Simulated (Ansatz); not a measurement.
## Which of these structures of S lies lowest?

Level of theory: DFT, PBE, all-electron LAPW, scalar-relativistic in Ansatz 0.2.0.

Each cell is taken as listed (from a database or a relaxation; residual pressures are under 0.6 GPa and forces under 0.08 eV/Å), on meshes of about 0.2 Å⁻¹ spacing; energies are extrapolated to zero smearing, with no zero-point or thermal terms. Other structures, the observed one among them, may be missing from this set and lie lower. No run is spin-polarised.

(1) Order the structures by energy per atom, lowest first, and give the differences.
A.
Space group Fm-3m (No. 225). a = 3.988 Å, b = 3.988 Å, c = 3.988 Å, α = 90.00°, β = 90.00°, γ = 90.00°
| atom | site | symmetry | x | y | z |
| --- | --- | --- | --- | --- | --- |
| S | 4a | m-3m | 0.0000 | 0.0000 | 0.0000 |
(fcc type, relaxed by us; 16×16×16 mesh on the primitive cell, smearing 0.03 eV, P = 0.1 GPa)
B.
```cif
data_structure
_symmetry_space_group_name_H-M 'Fd-3m:1'
_symmetry_Int_Tables_number 227
_cell_length_a 5.7922
_cell_length_b 5.7922
_cell_length_c 5.7922
_cell_angle_alpha 90.000
_cell_angle_beta 90.000
_cell_angle_gamma 90.000
_cell_volume 194.33
loop_
_atom_site_label
_atom_site_type_symbol
_atom_site_symmetry_multiplicity
_atom_site_Wyckoff_symbol
_atom_site_fract_x
_atom_site_fract_y
_atom_site_fract_z
_atom_site_occupancy
S1 S 8 b 0.00000 0.00000 0.50000 1
```
(diamond type, relaxed by us; 12×12×12 mesh on the primitive cell, smearing 0.05 eV, P = 0.0 GPa)

## Answers

(1) B (0 meV/atom), A (287 meV/atom).
